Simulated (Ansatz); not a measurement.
# MoH8: what a guessed cell relaxes into

Where does this trial cell of MoH8 go when cell and atoms are let free?

Program: Ansatz 0.2.0. Level of theory: DFT PBE, scalar-relativistic, plane waves, PAW. These are calculated values, not measurements.

## (1) Starting point

Symmetry: P6/mmm, No. 191, hexagonal system. Conventional cell: a = 3.422 Å, b = 3.422 Å, c = 6.716 Å, α = 90.00°, β = 90.00°, γ = 120.00°. Around H (site symmetry 6mm) lie 1 Mo at 1.39 Å. H (site symmetry 2mm) is surrounded by 6 H at 1.71 to 1.80 Å. Mo (site symmetry 6/mmm) has 2 H at 1.39 Å as nearest neighbours.

Structure file:

```xyz
9
Lattice="3.4217 0.0000 0.0000 -1.7109 2.9633 0.0000 0.0000 0.0000 6.7164" Properties=species:S:1:pos:R:3 pbc="T T T"
H     0.0000    0.0000    1.9662
H     0.0000    0.0000    4.7501
H     1.7109    0.0000    5.3087
H    -0.8554    1.4817    5.3087
H     0.8554    1.4817    5.3087
H     1.7109    0.0000    1.4077
H    -0.8554    1.4817    1.4077
H     0.8554    1.4817    1.4077
Mo    0.0000    0.0000    3.3582
```

A structure generator made this guess: random cell by space group and Wyckoff sites (P6/mmm, No. 191). Its size is a rough estimate.

## (2) Probe: one point on a coarse mesh

input.yaml

```yaml
crystal:
  lattice:
    - [3.42173341, 0.0, 0.0]
    - [-1.7108667, 2.96330805, 0.0]
    - [0.0, 0.0, 6.71637012]
  atoms:
    - { symbol: H, position: [0.0, 0.0, 0.29275348] }
    - { symbol: H, position: [0.0, 0.0, 0.70724652] }
    - { symbol: H, position: [0.5, 0.0, 0.79040675] }
    - { symbol: H, position: [0.0, 0.5, 0.79040675] }
    - { symbol: H, position: [0.5, 0.5, 0.79040675] }
    - { symbol: H, position: [0.5, 0.0, 0.20959325] }
    - { symbol: H, position: [0.0, 0.5, 0.20959325] }
    - { symbol: H, position: [0.5, 0.5, 0.20959325] }
    - { symbol: Mo, position: [0.0, 0.0, 0.5] }
basis:
  ecutwfc: 420
kpoints:
  mp_grid: { grid: [6, 6, 4] }
hamiltonian:
  xc: pbe
scf:
  occupations: { method: gaussian, width: 0.1 }
  lower_state_search: "off"
output:
  forces: true
  stress: true
  eigenvalues: true
```

Launch:

```
ansatz run input.yaml --threads 1 --pin off --max-ram 2048MiB --backend cpu --events-out ev --progress --plain --runs-dir out
```

Standard output (excerpt; [...] marks lines left out):

```text
Warning: RAYON_NUM_THREADS=1 ignored (pool sized by the plan → 1); use --threads N
[...]
Pseudopotentials: kind: paw
Pseudopotential: H, paw, valence charge 1, recommended cutoff 420 eV (normal), H.paw.azcp
Pseudopotential: Mo, paw, valence charge 14, recommended cutoff 420 eV (normal), Mo.paw.azcp
Functional definition: PBE
[...]
Crystal: 9 atoms, lattice volume = 68.102 Å³
Basis set: ecut = 420 eV, 1331 PW (Γ), exchange–correlation on 48×48×90 points (8 copies of the dense FFT grid, shifted against one another)
Bands: 20, of which v1, the nominal top of the filled ones, is band 11 counted from 1 (10 counted from 0)
Symmetry: 24 space group operations
Space group: P6/mmm (ITA 191), of the structure as read, at distance tolerance 4.1e-5 Å
k-points: 21 of 144
[...]
SCF iter   1: F=—  HF=-5068.885076 eV  |F-HF|=—  |Δ(HF+E_count)|=         —  Δρ=2.55e-2  dr2=1.96e0  ethr=1.77e-3  ⟨swp⟩=5.8  Hψ=2141  notcnv=0  defer=13
[...]
SCF iter   7: F=-5068.675242 eV  HF=-5068.675242 eV  |F-HF|=5.86e-9  |Δ(HF+E_count)|=   5.85e-7  Δρ=8.84e-6  dr2=5.58e-8  ethr=4.55e-10  ⟨swp⟩=10.0  Hψ=2019  notcnv=0
[...]
SCF converged after 7 iterations
Free energy (F): -5068.675242 eV
[...]
E sigma→0 (E₀):  -5068.667029 eV
Entropy (-TS):   -0.016425 eV (-1.825 meV/atom)
Fermi energy:    4.392043 eV
[...]
--- Forces (eV/Å), atoms counted from 1 ---
  atom   1  H      0.00000000    -0.00000000    -8.98967890
  atom   2  H     -0.00000000     0.00000000     8.98967890
  atom   3  H      0.00000000     0.00000000    -1.01868747
  atom   4  H      0.00000000     0.00000000    -1.01868747
  atom   5  H      0.00000000    -0.00000000    -1.01868747
  atom   6  H     -0.00000000    -0.00000000     1.01868747
  atom   7  H     -0.00000000     0.00000000     1.01868747
  atom   8  H     -0.00000000     0.00000000     1.01868747
[...]
--- Stress (GPa, compression-positive) ---
      -19.119615       0.000000      -0.000000
        0.000000     -19.119615      -0.000000
       -0.000000      -0.000000      29.308831
  P = ⅓ Tr σ = -2.9768 GPa (-29.768 kbar)
--- Band table (eV; the first three rows and the last of 21) ---
  k-point 0: bands = ["-56.7162", "-31.5345", "-30.5756", "-30.5756", "-6.1803", "-4.4045", "-0.5415", "2.3761", "3.6961", "3.6961", "4.3647", "4.3647", "6.9794", "7.9166", "7.9166", "8.1438", "8.1438", "11.1456", "11.8997", "14.0468"]
[...]
```

Wall time 3 s (1 thread of Arm Neoverse N1, shared host); peak memory 0.35 GiB.

Read-out: pressure -3.0 GPa, largest force 8.99 eV/Å, gap on this mesh none (metal). A guess like this is first relaxed loosely on the coarse mesh.

## (3) Coarse relaxation

input.yaml, as its differences from that of step 2:

```diff
@@ -28 +28,6 @@
   eigenvalues: true
+relax:
+  adjacent_minimum: "off"
+  f_tol: 0.04
+  max_steps: 70
+  cell: { stress_tol: 0.4 }
```

Launch:

```
ansatz run input.yaml --threads 1 --pin off --max-ram 2048MiB --backend cpu --events-out ev --progress --plain --runs-dir out
```

Standard output:

```text
Warning: RAYON_NUM_THREADS=1 ignored (pool sized by the plan → 1); use --threads N
Engine: ansatz 0.2.0, aarch64-unknown-linux-gnu
[... 4 set-up lines as earlier in the session ...]
  parameter kappa = 0.804
  parameter beta = 0.06672455060314922
  exchange = pbe_x(kappa = kappa, mu = beta*pi^2/3)
  correlation = pbe_c(beta = beta)
Crystal: 9 atoms, lattice volume = 68.102 Å³
Basis set: ecut = 420 eV, 1331 PW (Γ), exchange–correlation on 48×48×90 points (8 copies of the dense FFT grid, shifted against one another)
Bands: 20, of which v1, the nominal top of the filled ones, is band 11 counted from 1 (10 counted from 0)
[... 2 set-up lines as earlier in the session ...]
k-points: 21 of 144
Non-local potential: H, projectors of the file, l = 0: 2, l = 1: 1
Non-local potential: Mo, projectors of the file, l = 0: 3, l = 1: 2, l = 2: 2, l = 3: 1
PAW form: soft (Blöchl's): semilocal exchange-correlation on the pseudo side does not see the compensation charge
PAW one-centre angular grid: H, 110 points (default); XC on 64 Gauss nodes
PAW one-centre angular grid: Mo, 590 points (default); XC on 64 Gauss nodes
Initial density: superposition of atomic densities (neutral atoms: chi_scale 0, normalization atom), corrected by the library's trained network
Initial wavefunctions: pseudopotential atomic-orbital guess
Functional: x = pbe(κ = 0.804, μ = 0.2195149727645171), c = pbe(β = 0.06672455060314922)
SCF iter   1: F=—  HF=-5068.885076 eV  |F-HF|=—  |Δ(HF+E_count)|=         —  Δρ=2.55e-2  dr2=1.96e0  ethr=1.77e-3  ⟨swp⟩=5.8  Hψ=2141  notcnv=0  defer=13
preconditioner: auto → LDOS  [metal: Δε(μ)=0.017 eV  Ē_g=8.112 eV  σ=0.100 eV  W_gap=0.10  n_scr=10 (ndim 8)  ℏωp=16.8 eV  f_vac=0.014  D(μ)=2.40/eV (n_scr^D=22)  β→1.0]
SCF iter   2: F=—  HF=-5068.686679 eV  |F-HF|=—  |Δ(HF+E_count)|=   1.98e-1  Δρ=1.02e-2  dr2=4.41e-2  ethr=1.77e-3  ⟨swp⟩=2.0  Hψ=728  notcnv=0  defer=43
SCF iter   3: F=—  HF=-5068.681112 eV  |F-HF|=—  |Δ(HF+E_count)|=   5.57e-3  Δρ=6.67e-3  dr2=2.79e-2  ethr=2.00e-4  ⟨swp⟩=2.0  Hψ=737  notcnv=0  defer=43
SCF iter   4: F=—  HF=-5068.675203 eV  |F-HF|=—  |Δ(HF+E_count)|=   5.91e-3  Δρ=7.63e-4  dr2=4.76e-4  ethr=1.27e-4  ⟨swp⟩=2.3  Hψ=606  notcnv=0  defer=43
SCF iter   5: F=—  HF=-5068.675239 eV  |F-HF|=—  |Δ(HF+E_count)|=   3.59e-5  Δρ=2.12e-4  dr2=4.41e-5  ethr=2.16e-6  ⟨swp⟩=2.4  Hψ=553  notcnv=0  defer=43
SCF iter   6: F=—  HF=-5068.675241 eV  |F-HF|=—  |Δ(HF+E_count)|=   2.51e-6  Δρ=4.41e-5  dr2=1.30e-6  ethr=2.00e-7  ⟨swp⟩=2.3  Hψ=573  notcnv=0  defer=43
SCF iter   7: F=-5068.675242 eV  HF=-5068.675242 eV  |F-HF|=5.83e-9  |Δ(HF+E_count)|=   5.85e-7  Δρ=8.84e-6  dr2=5.58e-8  ethr=4.55e-10  ⟨swp⟩=10.0  Hψ=2019  notcnv=0
SCF 1 converged in 7 iterations: F = -5068.675242 eV  dr2 = 5.58e-8
relax step   1: F+E_penalty+E_count = -5068.67524175 eV  Δ(F+E_penalty+E_count) = +0.000e0 eV  max|allowed force component| = 8.990e0 eV/Å  Δτ_max = 0.0000 Å  P = -2.977 GPa  Ω = 68.102 Å³  (7 SCF iters, dr2 threshold 1.00e-7 eV, accepted)
Crystal: 9 atoms, lattice volume = 63.046 Å³
Basis set: ecut = 420 eV, 1271 PW (Γ), exchange–correlation on 48×48×90 points (8 copies of the dense FFT grid, shifted against one another)
Initial density: handed on by an earlier stage of this run
Initial wavefunctions: those handed on with the density
iter 1 solved again at ethr=2.63e-3 eV; its pass at ethr=3.10e-3 eV (dr2=5.79e-1 eV) is discarded
SCF iter   1: F=—  HF=-5071.977833 eV  |F-HF|=—  |Δ(HF+E_count)|=         —  Δρ=2.68e-2  dr2=5.82e-1  ethr=2.63e-3  ⟨swp⟩=1.0  Hψ=2410  notcnv=0
preconditioner: auto → LDOS  [insulator: Δε(μ)=0.144 eV  Ē_g=8.523 eV  σ=0.100 eV  W_gap=0.67  n_scr=10 (ndim 8)  ℏωp=17.5 eV  f_vac=0.013  D(μ)=1.95/eV (n_scr^D=10)  ε∞_Penn≈5.2  β→1.0]
SCF iter   2: F=—  HF=-5071.962715 eV  |F-HF|=—  |Δ(HF+E_count)|=   1.51e-2  Δρ=2.20e-2  dr2=5.20e-1  ethr=2.63e-3  ⟨swp⟩=2.5  Hψ=818  notcnv=0  defer=1
SCF iter   3: F=—  HF=-5071.885644 eV  |F-HF|=—  |Δ(HF+E_count)|=   7.71e-2  Δρ=1.92e-3  dr2=1.91e-3  ethr=2.36e-3  ⟨swp⟩=2.0  Hψ=685  notcnv=0  defer=15
SCF iter   4: F=—  HF=-5071.885847 eV  |F-HF|=—  |Δ(HF+E_count)|=   2.02e-4  Δρ=8.05e-4  dr2=3.97e-4  ethr=8.69e-6  ⟨swp⟩=2.1  Hψ=637  notcnv=0  defer=22
SCF iter   5: F=—  HF=-5071.885782 eV  |F-HF|=—  |Δ(HF+E_count)|=   6.52e-5  Δρ=1.68e-4  dr2=1.29e-5  ethr=1.80e-6  ⟨swp⟩=1.9  Hψ=590  notcnv=0  defer=22
SCF iter   6: F=—  HF=-5071.885786 eV  |F-HF|=—  |Δ(HF+E_count)|=   4.00e-6  Δρ=4.33e-5  dr2=9.07e-7  ethr=4.09e-9  ⟨swp⟩=9.1  Hψ=2131  notcnv=0
SCF iter   7: F=-5071.885785 eV  HF=-5071.885785 eV  |F-HF|=9.35e-9  |Δ(HF+E_count)|=   9.45e-8  Δρ=8.37e-6  dr2=3.68e-8  ethr=4.09e-9  ⟨swp⟩=5.0  Hψ=1409  notcnv=0
SCF 2 converged in 7 iterations: F = -5071.885785 eV  dr2 = 3.68e-8
relax step   2: F+E_penalty+E_count = -5071.88578547 eV  Δ(F+E_penalty+E_count) = -3.211e0 eV  max|allowed force component| = 4.103e0 eV/Å  Δτ_max = 0.1943 Å  P = -10.456 GPa  Ω = 63.046 Å³  energy of the carried Pulay correction = +6.160e-3 eV  (7 SCF iters, dr2 threshold 9.00e-7 eV, accepted)
Crystal: 9 atoms, lattice volume = 55.233 Å³
Basis set: ecut = 420 eV, 1089 PW (Γ), exchange–correlation on 48×48×90 points (8 copies of the dense FFT grid, shifted against one another)
iter 1 solved again at ethr=1.76e-3 eV; its pass at ethr=3.10e-3 eV (dr2=3.87e-1 eV) is discarded
SCF iter   1: F=—  HF=-5075.016444 eV  |F-HF|=—  |Δ(HF+E_count)|=         —  Δρ=2.37e-2  dr2=3.89e-1  ethr=1.76e-3  ⟨swp⟩=1.1  Hψ=2519  notcnv=0
preconditioner: auto → LDOS  [insulator: Δε(μ)=0.244 eV  Ē_g=9.760 eV  σ=0.100 eV  W_gap=0.55  n_scr=10 (ndim 8)  ℏωp=18.7 eV  f_vac=0.055  D(μ)=1.18/eV (n_scr^D=2)  ε∞_Penn≈4.7  β→1.0]
SCF iter   2: F=—  HF=-5074.933017 eV  |F-HF|=—  |Δ(HF+E_count)|=   8.34e-2  Δρ=1.24e-2  dr2=1.40e-1  ethr=1.76e-3  ⟨swp⟩=2.4  Hψ=761  notcnv=0
SCF iter   3: F=—  HF=-5074.914739 eV  |F-HF|=—  |Δ(HF+E_count)|=   1.83e-2  Δρ=6.21e-3  dr2=3.59e-2  ethr=6.34e-4  ⟨swp⟩=2.8  Hψ=873  notcnv=0  defer=23
SCF iter   4: F=—  HF=-5074.910355 eV  |F-HF|=—  |Δ(HF+E_count)|=   4.38e-3  Δρ=1.55e-3  dr2=1.84e-3  ethr=1.63e-4  ⟨swp⟩=1.2  Hψ=433  notcnv=0  defer=24
SCF iter   5: F=—  HF=-5074.910220 eV  |F-HF|=—  |Δ(HF+E_count)|=   1.35e-4  Δρ=3.42e-4  dr2=1.75e-4  ethr=8.35e-6  ⟨swp⟩=2.1  Hψ=591  notcnv=0  defer=24
SCF iter   6: F=—  HF=-5074.910273 eV  |F-HF|=—  |Δ(HF+E_count)|=   5.30e-5  Δρ=5.64e-5  dr2=6.66e-6  ethr=7.96e-7  ⟨swp⟩=2.0  Hψ=499  notcnv=0  defer=24
SCF iter   7: F=-5074.910276 eV  HF=-5074.910276 eV  |F-HF|=3.57e-8  |Δ(HF+E_count)|=   3.37e-6  Δρ=8.49e-6  dr2=5.15e-8  ethr=4.09e-9  ⟨swp⟩=9.0  Hψ=2109  notcnv=0
SCF 3 converged in 7 iterations: F = -5074.910276 eV  dr2 = 5.15e-8
relax step   3: F+E_penalty+E_count = -5074.91027598 eV  Δ(F+E_penalty+E_count) = -3.024e0 eV  max|allowed force component| = 2.294e0 eV/Å  Δτ_max = 0.1948 Å  P = -8.075 GPa  Ω = 55.233 Å³  energy of the carried Pulay correction = +1.668e-2 eV  (7 SCF iters, dr2 threshold 9.00e-7 eV, accepted)
[... from here on, the SCF cycles and remarks between the steps are left out ...]
relax step   4: F+E_penalty+E_count = -5076.84577111 eV  Δ(F+E_penalty+E_count) = -1.935e0 eV  max|allowed force component| = 1.489e0 eV/Å  Δτ_max = 0.1530 Å  P = -2.295 GPa  Ω = 51.436 Å³  energy of the carried Pulay correction = +2.229e-2 eV  (7 SCF iters, dr2 threshold 9.00e-7 eV, accepted)
relax step   5: F+E_penalty+E_count = -5078.28048511 eV  Δ(F+E_penalty+E_count) = -1.435e0 eV  max|allowed force component| = 1.009e0 eV/Å  Δτ_max = 0.1668 Å  P = +3.494 GPa  Ω = 50.135 Å³  energy of the carried Pulay correction = +2.429e-2 eV  (6 SCF iters, dr2 threshold 9.00e-7 eV, accepted)
relax step   6: F+E_penalty+E_count = -5079.01014246 eV  Δ(F+E_penalty+E_count) = -7.297e-1 eV  max|allowed force component| = 4.762e-1 eV/Å  Δτ_max = 0.1952 Å  P = +5.733 GPa  Ω = 51.443 Å³  energy of the carried Pulay correction = +2.228e-2 eV  (7 SCF iters, dr2 threshold 9.00e-7 eV, accepted)
relax step   7: F+E_penalty+E_count = -5079.08060997 eV  Δ(F+E_penalty+E_count) = -7.047e-2 eV  max|allowed force component| = 1.565e-1 eV/Å  Δτ_max = 0.0726 Å  P = +2.680 GPa  Ω = 53.765 Å³  energy of the carried Pulay correction = +1.880e-2 eV  (6 SCF iters, dr2 threshold 9.00e-7 eV, accepted)
relax step   8: F+E_penalty+E_count = -5079.08707877 eV  Δ(F+E_penalty+E_count) = -6.469e-3 eV  max|allowed force component| = 3.184e-2 eV/Å  Δτ_max = 0.0098 Å  P = -0.487 GPa  Ω = 54.954 Å³  energy of the carried Pulay correction = +1.708e-2 eV  (6 SCF iters, dr2 threshold 9.00e-7 eV, accepted)
relax step   9: F+E_penalty+E_count = -5079.08979227 eV  Δ(F+E_penalty+E_count) = -2.714e-3 eV  max|allowed force component| = 3.860e-2 eV/Å  Δτ_max = 0.0279 Å  P = +0.130 GPa  Ω = 55.554 Å³  energy of the carried Pulay correction = +1.622e-2 eV  (5 SCF iters, dr2 threshold 9.00e-7 eV, accepted)
relax step  10: F+E_penalty+E_count = -5079.09098171 eV  Δ(F+E_penalty+E_count) = -1.189e-3 eV  max|allowed force component| = 2.266e-2 eV/Å  Δτ_max = 0.0368 Å  P = +0.362 GPa  Ω = 56.307 Å³  energy of the carried Pulay correction = +1.515e-2 eV  (7 SCF iters, accepted)
relax step  11: F+E_penalty+E_count = -5079.09114179 eV  Δ(F+E_penalty+E_count) = -1.601e-4 eV  max|allowed force component| = 3.501e-2 eV/Å  Δτ_max = 0.0729 Å  P = +0.453 GPa  Ω = 58.005 Å³  energy of the carried Pulay correction = +1.279e-2 eV  (7 SCF iters, accepted)
relax step  12: F+E_penalty+E_count = -5079.09066093 eV  Δ(F+E_penalty+E_count) = +4.809e-4 eV  max|allowed force component| = 2.022e-2 eV/Å  Δτ_max = 0.0308 Å  P = +0.192 GPa  Ω = 58.987 Å³  energy of the carried Pulay correction = +1.146e-2 eV  (5 SCF iters, dr2 threshold 9.00e-7 eV, accepted)
relax step  13: F+E_penalty+E_count = -5079.08924005 eV  Δ(F+E_penalty+E_count) = +1.421e-3 eV  max|allowed force component| = 2.740e-2 eV/Å  Δτ_max = 0.0489 Å  P = +0.102 GPa  Ω = 60.544 Å³  energy of the carried Pulay correction = +9.388e-3 eV  (8 SCF iters, accepted)
Basis set: ecut = 420 eV, 1159 PW (Γ), exchange–correlation on 48×48×80 points (8 copies of the dense FFT grid, shifted against one another)
Initial wavefunctions: pseudopotential atomic-orbital guess (no wavefunctions were taken with the density)
iter 1 solved again at ethr=1.04e-7 eV; its pass at ethr=3.10e-3 eV (dr2=2.29e-5 eV) is discarded
SCF iter   1: F=—  HF=-5079.082437 eV  |F-HF|=—  |Δ(HF+E_count)|=         —  Δρ=3.61e-4  dr2=8.21e-6  ethr=1.04e-7  ⟨swp⟩=4.0  Hψ=3438  notcnv=0
preconditioner: auto → none  [insulator: Δε(μ)=0.215 eV  Ē_g=10.761 eV  σ=0.100 eV  W_gap=0.82  n_scr=10 (ndim 8)  ℏωp=17.9 eV  f_vac=0.174  D(μ)=0.13/eV (n_scr^D=0)  ε∞_Penn≈3.8]
SCF iter   2: F=—  HF=-5079.082489 eV  |F-HF|=—  |Δ(HF+E_count)|=   5.17e-5  Δρ=1.82e-4  dr2=2.88e-6  ethr=3.73e-8  ⟨swp⟩=2.7  Hψ=603  notcnv=0
SCF iter   3: F=—  HF=-5079.082502 eV  |F-HF|=—  |Δ(HF+E_count)|=   1.28e-5  Δρ=9.01e-5  dr2=3.67e-6  ethr=1.31e-8  ⟨swp⟩=2.0  Hψ=566  notcnv=0
SCF iter   4: F=—  HF=-5079.082503 eV  |F-HF|=—  |Δ(HF+E_count)|=   1.75e-6  Δρ=7.54e-6  dr2=2.00e-8  ethr=1.31e-8  ⟨swp⟩=2.7  Hψ=579  notcnv=0
SCF iter   5: F=-5079.082503 eV  HF=-5079.082503 eV  |F-HF|=2.87e-9  |Δ(HF+E_count)|=   1.58e-8  Δρ=3.12e-6  dr2=1.56e-9  ethr=2.62e-11  ⟨swp⟩=5.8  Hψ=1598  notcnv=0
SCF 14 converged in 5 iterations: F = -5079.082503 eV  dr2 = 1.56e-9
relax step  14: F+E_penalty+E_count = -5079.08250345 eV  Δ(F+E_penalty+E_count) = +6.737e-3 eV  max|allowed force component| = 2.683e-2 eV/Å  Δτ_max = 0.0000 Å  P = +0.056 GPa  Ω = 60.544 Å³  stress off target by 2.33e-1 GPa  SCF on the basis re-selected at this cell (its energy is not comparable with the rows above)  (5 SCF iters)
basis re-selected at this cell: Δ(F+E_penalty+E_count) = +6.737e-3 eV, ΔP = -0.046 GPa vs the last step (what re-selecting the basis moved, of the pressure what is left beyond the Pulay correction that the steps carried, after the strain that the cell walked since its last selection, with what the two solves' SCF thresholds leave and, on support functions, any second-order correction that the steps lacked; it is no measure of the basis error at this ecutwfc). The dense FFT grid was sized anew with the basis: this SCF ran on 24×24×40 points, the steps before it on 24×24×45, so part of this shift can come from that change (see relax.cell in the input reference). This SCF's stress stands 2.33e-1 GPa from its target on what of the cell is left free (relax.cell.stress_tol is 4.00e-1 GPa) and its largest allowed force component is 2.68e-2 eV/Å (relax.f_tol is 4.00e-2 eV/Å): within both
SCF converged after 5 iterations
Free energy (F): -5079.082503 eV
Harris-Foulkes:  -5079.082503 eV  (|F-HF|=2.87e-9)
Internal energy: -5079.081847 eV  (E = F + TS)
E sigma→0 (E₀):  -5079.082175 eV
Entropy (-TS):   -0.000657 eV (-0.073 meV/atom)
Fermi energy:    4.685785 eV
--- Per-component energies (eV) ---
  E_band       = -297.357151
  E_kinetic    = 546.721003
  E_local      = -2332.831577  (includes V_loc(G=0)·N_el)
  E_nonlocal   = 151.584320
  E_hartree    = 903.111231
  E_xc         = -254.643436
  E_vxc        = -321.348083  (∫ρ·V_xc dr)
  E_paw        = -3204.351193  (= ΣΔE_a)
  E_vpaw       = -147.697004  (= ΣTr[D̂ρ^β])
  E_aug_tail   = -0.008351  (compensation charges beyond the density's cutoff)
  E_ewald      = -888.663843
  E_smearing   = -0.000657  (= −TS)
  E_closure    = -0.000000  (closes the sum)
  Σ components = -5079.082503   (vs F -5079.082503, Δ=0.00e0)
--- Forces (eV/Å), atoms counted from 1 ---
  atom   1  H      0.00000000     0.00000000    -0.02683144
  atom   2  H     -0.00000000    -0.00000000     0.02683144
  atom   3  H     -0.00000000    -0.00000000     0.00324355
  atom   4  H      0.00000000     0.00000000     0.00324355
  atom   5  H     -0.00000000     0.00000000     0.00324355
  atom   6  H      0.00000000     0.00000000    -0.00324355
  atom   7  H     -0.00000000    -0.00000000    -0.00324355
  atom   8  H      0.00000000    -0.00000000    -0.00324355
  atom   9  Mo    -0.00000000     0.00000000     0.00000000
  max |Σ_I F_I| component: 2.26e-21 eV/Å
--- Stress (GPa, compression-positive) ---
       -0.032869      -0.000000       0.000000
       -0.000000      -0.032869      -0.000000
        0.000000      -0.000000       0.233151
  P = ⅓ Tr σ = 0.0558 GPa (0.558 kbar)
--- Band table (eV; the first three rows and the last of 21) ---
  k-point 0: bands = ["-56.3728", "-30.5594", "-30.5594", "-30.3044", "-6.7825", "-2.4329", "-0.3150", "0.2735", "0.2735", "4.4558", "4.4558", "6.3625", "8.1159", "8.4735", "8.4735", "12.1891", "13.1138", "13.1138", "13.4632", "15.7815"]
  k-point 1: bands = ["-56.3728", "-30.5594", "-30.5594", "-30.3045", "-6.7557", "-2.5918", "-0.0658", "0.2740", "0.2740", "4.4526", "4.4526", "5.3724", "8.4573", "8.4573", "9.6576", "12.2022", "13.1410", "13.1410", "13.5783", "15.9064"]
  k-point 2: bands = ["-56.3728", "-30.5594", "-30.5594", "-30.3045", "-6.7282", "-2.7316", "0.1814", "0.2749", "0.2749", "4.4493", "4.4493", "4.7550", "8.4418", "8.4418", "11.6383", "12.2158", "12.7512", "13.1690", "13.1690", "14.5735"]
  k-point 20: bands = ["-56.3531", "-30.7213", "-30.7213", "-30.2576", "-2.2792", "-2.2792", "-0.8393", "-0.8393", "-0.1349", "2.0294", "3.1084", "6.1953", "6.1953", "9.4394", "9.5326", "9.5326", "11.7531", "14.4611", "14.4611", "14.6927"]
--- Relaxed structure (13 steps of the walk, 13 accepted, 1 SCFs on fresh bases) ---
  F+E_penalty+E_count = -5079.08250345 eV   max|allowed force component| = 2.683e-2 eV/Å   (the final SCF, on the basis selected at the relaxed cell)
  cell:  # Å, volume = 60.5438 Å³
    - [3.4182168045820354, -2.8837846168908097e-9, 6.975837133797581e-18]
    - [-1.709108399793587, 2.960262589852803, -3.487918561802079e-18]
    - [1.3692564129643231e-17, -3.378712973762192e-33, 5.9832827805708755]
  atoms:
    - { symbol: H, position: [3.145973810819918e-18, 3.0646979578629954e-27, 0.2061355756425114] }
    - { symbol: H, position: [-3.1459738108199183e-18, -3.0646977661951036e-27, 0.7938644243574888] }
    - { symbol: H, position: [0.5, -2.5261025404962986e-27, 0.6473413358841613] }
    - { symbol: H, position: [2.5162480073006068e-17, 0.5, 0.6473413358841613] }
    - { symbol: H, position: [0.5000000000000001, 0.5000000000000001, 0.6473413358841613] }
    - { symbol: H, position: [0.5, -1.3761703416240134e-27, 0.3526586641158389] }
    - { symbol: H, position: [2.6342908821012618e-17, 0.5, 0.3526586641158389] }
    - { symbol: H, position: [0.5000000000000001, 0.5000000000000001, 0.3526586641158389] }
    - { symbol: Mo, position: [7.703719777548943e-34, -7.612555082293201e-35, 0.5] }
```

Run time: 45 s. Hardware: 1 thread of Arm Neoverse N1, shared host; peak memory 0.37 GiB.

Relaxation path:

| step | energy from step 1 (eV/cell) | largest force component (eV/Å) | pressure (GPa) | volume (Å³) |
| --- | --- | --- | --- | --- |
| 1 | 0.0000 | 8.9897 | -2.98 | 68.10 |
| 2 | -3.2105 | 4.1028 | -10.46 | 63.05 |
| 3 | -6.2350 | 2.2938 | -8.08 | 55.23 |
| 4 | -8.1705 | 1.4888 | -2.29 | 51.44 |
| 5 | -9.6052 | 1.0086 | 3.49 | 50.14 |
| 6 | -10.3349 | 0.4762 | 5.73 | 51.44 |
| 7 | -10.4054 | 0.1565 | 2.68 | 53.77 |
| 8 | -10.4118 | 0.0318 | -0.49 | 54.95 |
| 9 | -10.4145 | 0.0386 | 0.13 | 55.55 |
| 10 | -10.4157 | 0.0227 | 0.36 | 56.31 |
| 11 | -10.4159 | 0.0350 | 0.45 | 58.01 |
| 12 | -10.4154 | 0.0202 | 0.19 | 58.99 |
| 13 | -10.4140 | 0.0274 | 0.10 | 60.54 |
| 14 | -10.4073 | 0.0268 | 0.06 | 60.54 |

Step 1 is the start. Step 14 repeats the geometry before it on a plane-wave basis chosen anew for that cell, so its energy need not be comparable with the rows above.

|  | before | after | change |
| --- | --- | --- | --- |
| a (Å) | 3.422 | 3.418 | -0.1 % |
| b (Å) | 3.422 | 3.418 | -0.1 % |
| c (Å) | 6.716 | 5.983 | -10.9 % |
| volume (Å³/atom) | 7.57 | 6.73 | -11.1 % |
| shortest distance (Å) | 1.392 | 1.709 | +22.8 % |
| space group (0.01 Å) | P6/mmm | P6/mmm | same |

The run keeps the 24 symmetry operations of the start, so it could not have lowered the symmetry.

(Part 1 of 2 ends here.)
